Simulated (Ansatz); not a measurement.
**Ta(100) with 4 layers of random Ta-Zn, 2x2: scattering by chemical disorder**

How strongly does chemical disorder scatter in Ta(100) with 4 layers of random Ta-Zn, 2x2?

Calculated with Ansatz 0.2.0; Ansatz plane-wave DFT, PBE, PAW files; ballistic transport by layer matching (Landauer), zero bias; PAW set soft_1.

### Step 1. The structure

The cell holds 56 atoms: 52 Ta and 4 Zn. Its edges and angles: a = 6.605 Å, b = 6.605 Å, c = 23.118 Å, α = 90.0°, β = 90.0°, γ = 90.0°. It derives from Ta. Regions: lead, 40 atoms (40 Ta); scattering region, 16 atoms (4 Zn and 12 Ta). The structure is stacked along c, and the current runs across the ab planes.

### Step 2. With 4 alloy layers

In 4 layers a share of 0.25 of the sites is given to Zn at random. The layers about the cell's end stay perfect and serve as the lead. Disorder leaves little or no symmetry, which makes such runs dear. Energies from -0.05 to 0.05 eV in steps of 0.05 eV are too few for the program's thermal sum, so it prints no conductance; for a metal the transmission near the Fermi level serves, at a fraction of the cost.

Input file input.yaml:

```yaml
crystal:
  lattice:
    - [6.60512, 0.0, 0.0]
    - [0.0, 6.60512, 0.0]
    - [0.0, 0.0, 23.11792]
  atoms:
    - { symbol: Ta, position: [0.0, 0.0, 0.0357142857] }
    - { symbol: Ta, position: [0.0, 0.5, 0.0357142857] }
    - { symbol: Ta, position: [0.5, 0.0, 0.0357142857] }
    - { symbol: Ta, position: [0.5, 0.5, 0.0357142857] }
    - { symbol: Ta, position: [0.25, 0.25, 0.1071428571] }
    - { symbol: Ta, position: [0.25, 0.75, 0.1071428571] }
    - { symbol: Ta, position: [0.75, 0.25, 0.1071428571] }
    - { symbol: Ta, position: [0.75, 0.75, 0.1071428571] }
    - { symbol: Ta, position: [0.0, 0.0, 0.1785714286] }
    - { symbol: Ta, position: [0.0, 0.5, 0.1785714286] }
    - { symbol: Ta, position: [0.5, 0.0, 0.1785714286] }
    - { symbol: Ta, position: [0.5, 0.5, 0.1785714286] }
    - { symbol: Ta, position: [0.25, 0.25, 0.25] }
    - { symbol: Ta, position: [0.25, 0.75, 0.25] }
    - { symbol: Ta, position: [0.75, 0.25, 0.25] }
    - { symbol: Ta, position: [0.75, 0.75, 0.25] }
    - { symbol: Ta, position: [0.0, 0.0, 0.3214285714] }
    - { symbol: Ta, position: [0.0, 0.5, 0.3214285714] }
    - { symbol: Ta, position: [0.5, 0.0, 0.3214285714] }
    - { symbol: Ta, position: [0.5, 0.5, 0.3214285714] }
    - { symbol: Zn, position: [0.25, 0.25, 0.3928571429] }
    - { symbol: Ta, position: [0.25, 0.75, 0.3928571429] }
    - { symbol: Ta, position: [0.75, 0.25, 0.3928571429] }
    - { symbol: Ta, position: [0.75, 0.75, 0.3928571429] }
    - { symbol: Ta, position: [0.0, 0.0, 0.4642857143] }
    - { symbol: Ta, position: [0.0, 0.5, 0.4642857143] }
    - { symbol: Zn, position: [0.5, 0.0, 0.4642857143] }
    - { symbol: Ta, position: [0.5, 0.5, 0.4642857143] }
    - { symbol: Ta, position: [0.25, 0.25, 0.5357142857] }
    - { symbol: Ta, position: [0.25, 0.75, 0.5357142857] }
    - { symbol: Ta, position: [0.75, 0.25, 0.5357142857] }
    - { symbol: Ta, position: [0.75, 0.75, 0.5357142857] }
    - { symbol: Zn, position: [0.0, 0.0, 0.6071428571] }
    - { symbol: Ta, position: [0.0, 0.5, 0.6071428571] }
    - { symbol: Ta, position: [0.5, 0.0, 0.6071428571] }
    - { symbol: Zn, position: [0.5, 0.5, 0.6071428571] }
    - { symbol: Ta, position: [0.25, 0.25, 0.6785714286] }
    - { symbol: Ta, position: [0.25, 0.75, 0.6785714286] }
    - { symbol: Ta, position: [0.75, 0.25, 0.6785714286] }
    - { symbol: Ta, position: [0.75, 0.75, 0.6785714286] }
    - { symbol: Ta, position: [0.0, 0.0, 0.75] }
    - { symbol: Ta, position: [0.0, 0.5, 0.75] }
    - { symbol: Ta, position: [0.5, 0.0, 0.75] }
    - { symbol: Ta, position: [0.5, 0.5, 0.75] }
    - { symbol: Ta, position: [0.25, 0.25, 0.8214285714] }
    - { symbol: Ta, position: [0.25, 0.75, 0.8214285714] }
    - { symbol: Ta, position: [0.75, 0.25, 0.8214285714] }
    - { symbol: Ta, position: [0.75, 0.75, 0.8214285714] }
    - { symbol: Ta, position: [0.0, 0.0, 0.8928571429] }
    - { symbol: Ta, position: [0.0, 0.5, 0.8928571429] }
    - { symbol: Ta, position: [0.5, 0.0, 0.8928571429] }
    - { symbol: Ta, position: [0.5, 0.5, 0.8928571429] }
    - { symbol: Ta, position: [0.25, 0.25, 0.9642857143] }
    - { symbol: Ta, position: [0.25, 0.75, 0.9642857143] }
    - { symbol: Ta, position: [0.75, 0.25, 0.9642857143] }
    - { symbol: Ta, position: [0.75, 0.75, 0.9642857143] }
kpoints:
  mp_grid: { grid: [4, 4, 1] }
hamiltonian:
  xc: pbe
  pseudopotentials: { kind: paw, azcp: { folder: soft_1 } }
scf:
  occupations: { method: fermi_dirac, width: 0.1 }
output:
  transmission: { leads: [[0, 4]], kmesh: [8, 8], e_range: [-0.05, 0.05], de: 0.05 }
  write_potential: true
  write_density: true
  volumetric_format: npy
```

Command:

```
$ ansatz run input.yaml --threads 4 --pin off --max-ram 15360MiB --backend cpu --events-out ev --progress --plain --runs-dir out
```

Numbers of over 12 decimals in the logs are rounded to 6 here.

The program printed:

```text
Engine: ansatz 0.2.0, aarch64-unknown-linux-gnu
Pseudopotentials: kind: paw
Pseudopotential: Ta, paw, valence charge 13, recommended cutoff 420 eV (normal), soft_1/Ta.paw.azcp
Pseudopotential: Zn, paw, valence charge 12, recommended cutoff 420 eV (normal), soft_1/Zn.paw.azcp
Functional definition: PBE
  parameter kappa = 0.804
  parameter beta = 0.066725
  exchange = pbe_x(kappa = kappa, mu = beta*pi^2/3)
  correlation = pbe_c(beta = beta)
Crystal: 56 atoms, lattice volume = 1008.580 Å³
Basis set: ecut = 420 eV, 19677 PW (Γ)
Bands: 435, of which v1, the nominal top of the filled ones, is band 362 counted from 1 (361 counted from 0)
Symmetry: 2 space group operations
Space group: Cm (ITA 8), of the structure as read, at distance tolerance 1.0e-4 Å
k-points: 7 of 16 (time reversal used)
Non-local potential: Ta, projectors of the file, l = 0: 3, l = 1: 2, l = 2: 2, l = 3: 1
Non-local potential: Zn, projectors of the file, l = 0: 2, l = 1: 2, l = 2: 3, l = 3: 1
PAW form: soft (Blöchl's): semilocal exchange-correlation on the pseudo side does not see the compensation charge
PAW one-centre angular grid: Ta, 590 points (default); XC on 64 Gauss nodes
PAW one-centre angular grid: Zn, 590 points (default); XC on 64 Gauss nodes
Initial density: superposition of atomic densities (chi_scale 0.1, normalization cell, long waves kept (reshape's long-wave potential 0.85 eV rms))
Initial wavefunctions: pseudopotential atomic-orbital guess
Functional: x = pbe(κ = 0.804, μ = 0.219515), c = pbe(β = 0.066725)
SCF iter   1: F=—  HF=-529856.369101 eV  |F-HF|=—  |Δ(HF+E_count)|=         —  Δρ=1.12e-1  dr2=4.24e3  ethr=3.10e-3  ⟨swp⟩=7.4  Hψ=13109  notcnv=0
preconditioner: auto → Kerker (q_TF=auto, 2.582 Å⁻¹)  [metal: Δε(μ)=0.011 eV  Ē_g=4.449 eV  σ=0.100 eV  W_gap=0.03  n_scr=294 (ndim 8)  ℏωp=20.5 eV  f_vac=0.000  D(μ)=46.28/eV (n_scr^D=400)]
SCF iter   2: F=—  HF=-529822.694259 eV  |F-HF|=—  |Δ(HF+E_count)|=    3.37e1  Δρ=6.24e-2  dr2=1.60e3  ethr=3.10e-3  ⟨swp⟩=3.3  Hψ=5055  notcnv=0  defer=16
SCF iter   3: F=—  HF=-529807.012429 eV  |F-HF|=—  |Δ(HF+E_count)|=    1.57e1  Δρ=3.29e-2  dr2=1.68e2  ethr=3.10e-3  ⟨swp⟩=5.6  Hψ=5235  notcnv=0  defer=83
SCF iter   4: F=—  HF=-529803.917129 eV  |F-HF|=—  |Δ(HF+E_count)|=    3.10e0  Δρ=1.13e-2  dr2=3.26e0  ethr=3.10e-3  ⟨swp⟩=3.4  Hψ=5081  notcnv=0  defer=93
SCF iter   5: F=—  HF=-529803.455752 eV  |F-HF|=—  |Δ(HF+E_count)|=   4.61e-1  Δρ=6.97e-3  dr2=5.19e0  ethr=4.50e-4  ⟨swp⟩=3.0  Hψ=5087  notcnv=0  defer=93
SCF iter   6: F=—  HF=-529803.260308 eV  |F-HF|=—  |Δ(HF+E_count)|=   1.95e-1  Δρ=2.02e-3  dr2=8.98e-1  ethr=4.50e-4  ⟨swp⟩=2.0  Hψ=4295  notcnv=0  defer=93
SCF iter   7: F=—  HF=-529803.230075 eV  |F-HF|=—  |Δ(HF+E_count)|=   3.02e-2  Δρ=8.37e-4  dr2=2.78e-2  ethr=1.24e-4  ⟨swp⟩=2.0  Hψ=3587  notcnv=0  defer=93
SCF iter   8: F=—  HF=-529803.227071 eV  |F-HF|=—  |Δ(HF+E_count)|=   3.00e-3  Δρ=3.91e-4  dr2=2.24e-3  ethr=3.85e-6  ⟨swp⟩=2.0  Hψ=3847  notcnv=0  defer=93
SCF iter   9: F=—  HF=-529803.226760 eV  |F-HF|=—  |Δ(HF+E_count)|=   3.11e-4  Δρ=1.31e-4  dr2=3.46e-4  ethr=3.10e-7  ⟨swp⟩=2.0  Hψ=4036  notcnv=0  defer=93
SCF iter  10: F=—  HF=-529803.226752 eV  |F-HF|=—  |Δ(HF+E_count)|=   7.36e-6  Δρ=5.88e-5  dr2=2.69e-5  ethr=4.78e-8  ⟨swp⟩=2.0  Hψ=4023  notcnv=0  defer=93
SCF iter  11: F=—  HF=-529803.226142 eV  |F-HF|=—  |Δ(HF+E_count)|=   6.11e-4  Δρ=1.02e-5  dr2=1.79e-6  ethr=3.72e-9  ⟨swp⟩=2.0  Hψ=3873  notcnv=0  defer=93
SCF iter  12: F=—  HF=-529803.226142 eV  |F-HF|=—  |Δ(HF+E_count)|=   9.20e-8  Δρ=6.02e-6  dr2=2.86e-7  ethr=2.47e-10  ⟨swp⟩=2.0  Hψ=4010  notcnv=0  defer=93
SCF iter  13: F=-529803.226141 eV  HF=-529803.226141 eV  |F-HF|=6.14e-8  |Δ(HF+E_count)|=   6.33e-8  Δρ=2.61e-6  dr2=3.97e-8  ethr=1.38e-11  ⟨swp⟩=14.9  Hψ=11295  notcnv=0
SCF 1 converged in 13 iterations: F = -529803.226141 eV  dr2 = 3.97e-8
  greatest PAW one-centre occupation: 0.999 electrons in one spin orbital (limit 2), on the Ta atom at site 15 (counted from 0), in its partial waves of l = 0
transmission: 90 of 882 steps passed
transmission: 180 of 882 steps passed
[...]
transmission: 882 of 882 steps passed
SCF converged after 13 iterations
Free energy (F): -529803.226141 eV
Harris-Foulkes:  -529803.226141 eV  (|F-HF|=6.14e-8)
Internal energy: -529801.108493 eV  (E = F + TS)
E sigma→0 (E₀):  -529802.167317 eV
Entropy (-TS):   -2.117649 eV (-37.815 meV/atom)
Fermi energy:    17.873908 eV
--- Per-component energies (eV) ---
  E_band       = -5405.446479
  E_kinetic    = 21037.372052
  E_local      = -35923.973294  (includes V_loc(G=0)·N_el)
  E_nonlocal   = 2687.155738
  E_hartree    = 13080.628732
  E_xc         = -17014.670477
  E_vxc        = -12348.095156  (∫ρ·V_xc dr)
  E_paw        = -439419.349434  (= ΣΔE_a)
  E_vpaw       = -7019.165117  (= ΣTr[D̂ρ^β])
  E_aug_tail   = 0.004073  (compensation charges beyond the density's cutoff)
  E_ewald      = -74248.275883
  E_smearing   = -2.117649  (= −TS)
  E_closure    = 0.000000  (closes the sum)
  Σ components = -529803.226141   (vs F -529803.226141, Δ=0.00e0)
--- Band table (eV; the first three rows and the last of 7) ---
  k-point 0: bands = [... 358 lower, 18.4143, 18.4583, 18.5028, 18.5037, 18.5135, 18.5340, 18.5603, 18.5626, ... 69 higher]
  k-point 1: bands = [... 358 lower, 18.1027, 18.1247, 18.1538, 18.1685, 18.1990, 18.2163, 18.2299, 18.2678, ... 69 higher]
  k-point 2: bands = [... 358 lower, 17.7173, 17.7366, 17.8081, 17.8473, 17.8694, 17.8825, 17.8949, 17.9038, ... 69 higher]
  k-point 6: bands = [... 358 lower, 17.2194, 17.2473, 17.2484, 17.2526, 17.2639, 17.2803, 17.2878, 17.2889, ... 69 higher]
--- Transmission ---
  basis      : 377 plane waves across, 42 finite elements along
  points     : 21, standing for a mesh of 8 x 8
  energies   : 3 from -0.050000 to 0.050000 eV about the Fermi level, 0.050000 eV apart; the leads are filled to 0.000000 eV, and channels, transmission and decay are at 0.000000 eV
  crystal 0  : Ta4, at the sites [0, 4], period 1.6513 Å, over 16.51 Å; its Hamiltonian steps by up to 11.5 meV
    offset         : up to 0.0000 Å between an atom of the period and one for which it stands
    channels       : 1.042188e1 a spin
    conductance    : none, the energies end too early or step too widely for 300 K: set another output.transmission.e_range or a lower de, or, where they end at an eighth of basis.ecutwfc, a higher one
  junction   : crystal 0 to crystal 0, 0.70 to 22.16 Å
    transmission   : 3.524118e0 a spin
    conductance    : none, the energies end too early or step too widely for 300 K: set another output.transmission.e_range or a lower de, or, where they end at an eighth of basis.ecutwfc, a higher one
```

Wall time 15 min (4 threads of Arm Neoverse V1, shared host); peak memory 8 GiB.

Reading the cycles: dr2 is the Hartree energy of the density residual (eV), the measure of convergence; HF is the Harris–Foulkes estimate of the energy, which meets the free energy F at convergence.

This step gave:

```
free energy                                    : -529803.2261 eV
energy at zero smearing                        : -529802.1673 eV
Fermi energy                                   : 17.87 eV
cell area                                      : 43.63 Å²
transmission per spin nearest the Fermi level  : 3.524
open channels per spin nearest the Fermi level : 10.42
step of the lead's potential                   : 11.5 meV
```

Per spin. Transmission, zone mean against energy, zero at the Fermi level:

```tsv
energy (eV)	transmission, zone mean
-0.0500	3.70
0.0000	3.52
0.0500	3.30
```

Per spin. Open channels, zone mean, lead against energy, zero at the Fermi level:

```tsv
energy (eV)	open channels, zone mean, lead
-0.0500	10.3
0.0000	10.4
0.0500	9.98
```

Transmission over k1 and k2. At 0.0000 eV from the Fermi level.

Ten even steps from '0' (1.64) to '9' (5.23):
```
00345540
23689874
24899885
25998995
25889984
24789863
00455430
00222220
```
Columns: k1 (b1) from -0.5 to 0.375; rows upwards: k2 (b2) from -0.5 to 0.375.

Open channels over k1 and k2. At 0.0000 eV from the Fermi level.

Ten even steps from '_' (4.0) to '@' (14.0):
```
::__++%%%%%%++__
==++@@@@@@@@@@++
**%%@@######@@%%
**%%@@######@@%%
**%%@@######@@%%
==++@@@@@@@@@@++
::__++%%%%%%++__
__::==******==::
```
Columns: k1 (b1) from -0.5 to 0.375; rows upwards: k2 (b2) from -0.5 to 0.375.

Over the solved energies the transmission per spin lies between 3.30 and 3.70, out of 10.2 channels of the lead on average (up to 10.4).

### Step 3. With 8 alloy layers

In 8 layers a share of 0.25 of the sites is given to Zn at random. A fresh draw is used; the growth of the resistance with length is what counts.

System of this step: Ta(100) with 8 layers of random Ta-Zn, 2x2. The cell holds 72 atoms: 64 Ta and 8 Zn. Cell: a = 6.605 Å, b = 6.605 Å, c = 29.723 Å, α = 90.0°, β = 90.0°, γ = 90.0°. It derives from Ta. Regions: lead, 40 atoms (40 Ta); scattering region, 32 atoms (24 Ta and 8 Zn). The structure is stacked along c, and the current runs across the ab planes.

Input file input.yaml:

```yaml
crystal:
  lattice:
    - [6.60512, 0.0, 0.0]
    - [0.0, 6.60512, 0.0]
    - [0.0, 0.0, 29.72304]
  atoms:
    - { symbol: Ta, position: [0.0, 0.0, 0.0277777778] }
    - { symbol: Ta, position: [0.0, 0.5, 0.0277777778] }
    - { symbol: Ta, position: [0.5, 0.0, 0.0277777778] }
    - { symbol: Ta, position: [0.5, 0.5, 0.0277777778] }
    - { symbol: Ta, position: [0.25, 0.25, 0.0833333333] }
    - { symbol: Ta, position: [0.25, 0.75, 0.0833333333] }
    - { symbol: Ta, position: [0.75, 0.25, 0.0833333333] }
    - { symbol: Ta, position: [0.75, 0.75, 0.0833333333] }
    - { symbol: Ta, position: [0.0, 0.0, 0.1388888889] }
    - { symbol: Ta, position: [0.0, 0.5, 0.1388888889] }
    - { symbol: Ta, position: [0.5, 0.0, 0.1388888889] }
    - { symbol: Ta, position: [0.5, 0.5, 0.1388888889] }
    - { symbol: Ta, position: [0.25, 0.25, 0.1944444444] }
    - { symbol: Ta, position: [0.25, 0.75, 0.1944444444] }
    - { symbol: Ta, position: [0.75, 0.25, 0.1944444444] }
    - { symbol: Ta, position: [0.75, 0.75, 0.1944444444] }
    - { symbol: Ta, position: [0.0, 0.0, 0.25] }
    - { symbol: Ta, position: [0.0, 0.5, 0.25] }
    - { symbol: Ta, position: [0.5, 0.0, 0.25] }
    - { symbol: Ta, position: [0.5, 0.5, 0.25] }
    - { symbol: Ta, position: [0.25, 0.25, 0.3055555556] }
    - { symbol: Ta, position: [0.25, 0.75, 0.3055555556] }
    - { symbol: Ta, position: [0.75, 0.25, 0.3055555556] }
    - { symbol: Ta, position: [0.75, 0.75, 0.3055555556] }
    - { symbol: Ta, position: [0.0, 0.0, 0.3611111111] }
    - { symbol: Ta, position: [0.0, 0.5, 0.3611111111] }
    - { symbol: Ta, position: [0.5, 0.0, 0.3611111111] }
    - { symbol: Ta, position: [0.5, 0.5, 0.3611111111] }
    - { symbol: Ta, position: [0.25, 0.25, 0.4166666667] }
    - { symbol: Zn, position: [0.25, 0.75, 0.4166666667] }
    - { symbol: Ta, position: [0.75, 0.25, 0.4166666667] }
    - { symbol: Ta, position: [0.75, 0.75, 0.4166666667] }
    - { symbol: Zn, position: [0.0, 0.0, 0.4722222222] }
    - { symbol: Ta, position: [0.0, 0.5, 0.4722222222] }
    - { symbol: Ta, position: [0.5, 0.0, 0.4722222222] }
    - { symbol: Zn, position: [0.5, 0.5, 0.4722222222] }
    - { symbol: Zn, position: [0.25, 0.25, 0.5277777778] }
    - { symbol: Ta, position: [0.25, 0.75, 0.5277777778] }
    - { symbol: Ta, position: [0.75, 0.25, 0.5277777778] }
    - { symbol: Ta, position: [0.75, 0.75, 0.5277777778] }
    - { symbol: Ta, position: [0.0, 0.0, 0.5833333333] }
    - { symbol: Ta, position: [0.0, 0.5, 0.5833333333] }
    - { symbol: Ta, position: [0.5, 0.0, 0.5833333333] }
    - { symbol: Ta, position: [0.5, 0.5, 0.5833333333] }
    - { symbol: Ta, position: [0.25, 0.25, 0.6388888889] }
    - { symbol: Zn, position: [0.25, 0.75, 0.6388888889] }
    - { symbol: Ta, position: [0.75, 0.25, 0.6388888889] }
    - { symbol: Ta, position: [0.75, 0.75, 0.6388888889] }
    - { symbol: Zn, position: [0.0, 0.0, 0.6944444444] }
    - { symbol: Ta, position: [0.0, 0.5, 0.6944444444] }
    - { symbol: Zn, position: [0.5, 0.0, 0.6944444444] }
    - { symbol: Zn, position: [0.5, 0.5, 0.6944444444] }
    - { symbol: Ta, position: [0.25, 0.25, 0.75] }
    - { symbol: Ta, position: [0.25, 0.75, 0.75] }
    - { symbol: Ta, position: [0.75, 0.25, 0.75] }
    - { symbol: Ta, position: [0.75, 0.75, 0.75] }
    - { symbol: Ta, position: [0.0, 0.0, 0.8055555556] }
    - { symbol: Ta, position: [0.0, 0.5, 0.8055555556] }
    - { symbol: Ta, position: [0.5, 0.0, 0.8055555556] }
    - { symbol: Ta, position: [0.5, 0.5, 0.8055555556] }
    - { symbol: Ta, position: [0.25, 0.25, 0.8611111111] }
    - { symbol: Ta, position: [0.25, 0.75, 0.8611111111] }
    - { symbol: Ta, position: [0.75, 0.25, 0.8611111111] }
    - { symbol: Ta, position: [0.75, 0.75, 0.8611111111] }
    - { symbol: Ta, position: [0.0, 0.0, 0.9166666667] }
    - { symbol: Ta, position: [0.0, 0.5, 0.9166666667] }
    - { symbol: Ta, position: [0.5, 0.0, 0.9166666667] }
    - { symbol: Ta, position: [0.5, 0.5, 0.9166666667] }
    - { symbol: Ta, position: [0.25, 0.25, 0.9722222222] }
    - { symbol: Ta, position: [0.25, 0.75, 0.9722222222] }
    - { symbol: Ta, position: [0.75, 0.25, 0.9722222222] }
    - { symbol: Ta, position: [0.75, 0.75, 0.9722222222] }
kpoints:
  mp_grid: { grid: [4, 4, 1] }
hamiltonian:
  xc: pbe
  pseudopotentials: { kind: paw, azcp: { folder: soft_1 } }
scf:
  occupations: { method: fermi_dirac, width: 0.1 }
output:
  transmission: { leads: [[0, 4]], kmesh: [8, 8], e_range: [-0.05, 0.05], de: 0.05 }
  write_potential: true
  write_density: true
  volumetric_format: npy
```

The program printed:

```text
[...]
Crystal: 72 atoms, lattice volume = 1296.745 Å³
Basis set: ecut = 420 eV, 25307 PW (Γ)
Bands: 557, of which v1, the nominal top of the filled ones, is band 464 counted from 1 (463 counted from 0)
Symmetry: 1 space group operations
[...]
k-points: 10 of 16 (time reversal used)
[...]
SCF iter   1: F=—  HF=-662308.538369 eV  |F-HF|=—  |Δ(HF+E_count)|=         —  Δρ=9.02e-2  dr2=2.13e3  ethr=3.10e-3  ⟨swp⟩=7.1  Hψ=24003  notcnv=0  defer=19
[...]
SCF iter  14: F=-662276.807221 eV  HF=-662276.807221 eV  |F-HF|=1.30e-8  |Δ(HF+E_count)|=   1.27e-8  Δρ=1.30e-6  dr2=1.54e-8  ethr=1.08e-11  ⟨swp⟩=3.0  Hψ=8155  notcnv=0
SCF 1 converged in 14 iterations: F = -662276.807221 eV  dr2 = 1.54e-8
[...]
transmission: 189 of 1836 steps passed
transmission: 369 of 1836 steps passed
[...]
transmission: 1836 of 1836 steps passed
SCF converged after 14 iterations
Free energy (F): -662276.807221 eV
[...]
Internal energy: -662274.049188 eV  (E = F + TS)
E sigma→0 (E₀):  -662275.428204 eV
Entropy (-TS):   -2.758033 eV (-38.306 meV/atom)
Fermi energy:    17.474997 eV
[...]
--- Band table (eV; the first three rows and the last of 10) ---
  k-point 0: bands = [... 460 lower, 18.0320, 18.0546, 18.0989, 18.1142, 18.1185, 18.1259, 18.1274, 18.1325, ... 89 higher]
  k-point 1: bands = [... 460 lower, 17.7151, 17.7217, 17.7420, 17.7705, 17.7845, 17.8016, 17.8275, 17.8338, ... 89 higher]
  k-point 2: bands = [... 460 lower, 17.3287, 17.3746, 17.3992, 17.4171, 17.4279, 17.4691, 17.4918, 17.5055, ... 89 higher]
  k-point 9: bands = [... 460 lower, 16.8451, 16.8482, 16.8540, 16.8666, 16.8778, 16.8965, 16.9353, 16.9474, ... 89 higher]
--- Transmission ---
  basis      : 377 plane waves across, 54 finite elements along
  points     : 34, standing for a mesh of 8 x 8
[...]
channels       : 1.048438e1 a spin
[...]
junction   : crystal 0 to crystal 0, 2.35 to 30.42 Å
    transmission   : 2.604680e0 a spin
[...]
```

The job ended after 34 min (4 threads; peak memory 8.7 GiB).

This step gave:

- free energy: -662276.8072 eV
- energy at zero smearing: -662275.4282 eV
- Fermi energy: 17.47 eV
- transmission per spin nearest the Fermi level: 2.605
- open channels per spin nearest the Fermi level: 10.48
- step of the lead's potential: 6.4 meV

Per spin. The transmission, zone mean by energy, zero at the Fermi level:

```tsv
energy (eV)	transmission, zone mean
-0.0500	2.69
0.0000	2.60
0.0500	2.54
```

Over the solved energies the transmission per spin lies between 2.54 and 2.69, out of 10.2 channels of the lead on average (up to 10.5).

(Part 1 of 2 ends here.)

[Logs are printed without paths, hosts, clocks, repeated set-up lines and the standing remarks that a program may print on its own settings, such as how far it seeks lower states.]

[Hosts, paths, dates, database ids (printed as entryN), source tags and the programs' standing remarks are cut or masked in the printed files.]
